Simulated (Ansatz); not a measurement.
**Two-dimensional strain map in Pt**

Computed with Ansatz 0.2.0, DFT PBE, scalar-relativistic, plane waves, PAW. Settings: plane waves to 420 eV, k-mesh 20×20×20 (Γ-centred), Gaussian smearing 0.15 eV. Spin–orbit coupling is left out, which can shift energies with elements as heavy as these. No spin polarisation. Energies are free energies at this smearing, counted from the undisturbed cell; pressure is positive in compression.

The starting cell (as given, not relaxed at this level; it stands at 11.6 GPa):

```
Pt
1.0
     0.00000    1.95790    1.95790
     1.95790    0.00000    1.95790
     1.95790    1.95790    0.00000
Pt
1
Direct
  0.00000 0.00000 0.00000
```

The cell is strained by p along both x and y and by q along z, fractional coordinates fixed. Points are written (p, q). At 12 GPa the given cell is far from its own equilibrium, so these figures belong to a strongly strained crystal.

Energy above the undisturbed cell in meV/atom (a dash: not computed):

```csv
p \ q,-0.050,-0.025,0.000,0.025,0.050
-0.050,556.5,403.9,?,?,148.4
-0.025,274.8,169.5,95.2,47.9,23.4
0.000,102.7,38.7,0.0,-16.5,?
0.025,16.5,-11.9,-19.8,-9.8,15.6
0.050,-2.2,-0.4,18.0,?,95.3
```

Fill in the withheld energies.

(-0.050, 0.000): 288.4; (-0.050, 0.025): 204.9; (0.000, 0.050): -14.0; (0.050, 0.025): 50.6.